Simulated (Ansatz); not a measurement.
Structure: ZnS built on the h-MgO prototype (no longer in that coordination), at its r2SCAN minimum. The symmetry is P6_3/mmc (No. 194, hexagonal); conventional cell a = 3.946 Å, c = 5.880 Å, 19.83 Å³ an atom. Zn has 3 S at 2.28 Å; S has 3 Zn at 2.28 Å.

```cif
data_structure
_symmetry_space_group_name_H-M 'P6_3/mmc'
_symmetry_Int_Tables_number 194
_cell_length_a 3.9464
_cell_length_b 3.9464
_cell_length_c 5.8801
_cell_angle_alpha 90.000
_cell_angle_beta 90.000
_cell_angle_gamma 120.000
_cell_volume 79.31
loop_
_atom_site_label
_atom_site_type_symbol
_atom_site_symmetry_multiplicity
_atom_site_Wyckoff_symbol
_atom_site_fract_x
_atom_site_fract_y
_atom_site_fract_z
_atom_site_occupancy
Zn1 Zn 2 c 0.33333 0.66667 0.25000 1
S1 S 2 d 0.66667 0.33333 0.25000 1
```

5 runs of the PAW code Ansatz on this cell differ in the functional (and in the settings that go with it). Levels are in eV from each run's valence top; v1 is the last filled band, c1 the first empty one.

Run A, mean stress +0.1 GPa (compression positive):
```
point     v4     v3     v2     v1    c1    c2
    Γ  -1.39  -0.52  -0.52   0.00  3.66  4.17
    M  -3.03  -2.89  -1.79  -1.32  4.58  6.33
    K  -4.69  -3.09  -2.06  -2.06  7.31  7.94
    A  -0.97  -0.97  -0.97  -0.97  4.95  4.95
```

Run B, mean stress +2.1 GPa (compression positive):
```
point     v4     v3     v2     v1    c1    c2
    Γ  -1.20  -0.43  -0.43   0.00  1.44  1.98
    M  -2.74  -2.55  -1.66  -1.14  2.57  4.07
    K  -4.28  -2.85  -1.80  -1.80  5.47  5.47
    A  -0.82  -0.82  -0.82  -0.82  2.67  2.67
```

Run C, mean stress 0.0 GPa (compression positive):
```
point     v4     v3     v2     v1    c1    c2
    Γ  -1.28  -0.47  -0.47   0.00  2.63  3.20
    M  -2.89  -2.72  -1.73  -1.23  3.60  5.29
    K  -4.51  -2.99  -1.92  -1.92  6.43  6.79
    A  -0.88  -0.88  -0.88  -0.88  3.89  3.89
```

Run D, mean stress 0.0 GPa (compression positive):
```
point     v4     v3     v2     v1    c1    c2
    Γ  -1.20  -0.43  -0.43   0.00  1.95  2.57
    M  -2.80  -2.59  -1.69  -1.16  2.95  4.60
    K  -4.39  -2.92  -1.82  -1.82  5.85  6.02
    A  -0.82  -0.82  -0.82  -0.82  3.20  3.20
```

Run E, mean stress +1.2 GPa (compression positive):
```
point     v4     v3     v2     v1    c1    c2
    Γ  -1.38  -0.52  -0.52   0.00  3.33  3.81
    M  -2.99  -2.87  -1.77  -1.32  4.35  6.00
    K  -4.63  -3.05  -2.04  -2.04  7.16  7.59
    A  -0.96  -0.96  -0.96  -0.96  4.61  4.61
```

Task: Match the runs to PBE, r2SCAN, r2SCANh, PBE0, r2SCAN0.

Result: A is r2SCAN0, B is PBE, C is r2SCANh, D is r2SCAN, E is PBE0. In order of the gap: PBE 1.44, r2SCAN 1.95, r2SCANh 2.63, PBE0 3.33, r2SCAN0 3.66 eV.

No spin polarisation. The prototype was imposed, so other structures may be more stable.

The program warns that its thresholds are loose for a hybrid's stress.

The meshes of the hybrids are coarse, so their gaps aren't converged to the digits shown.
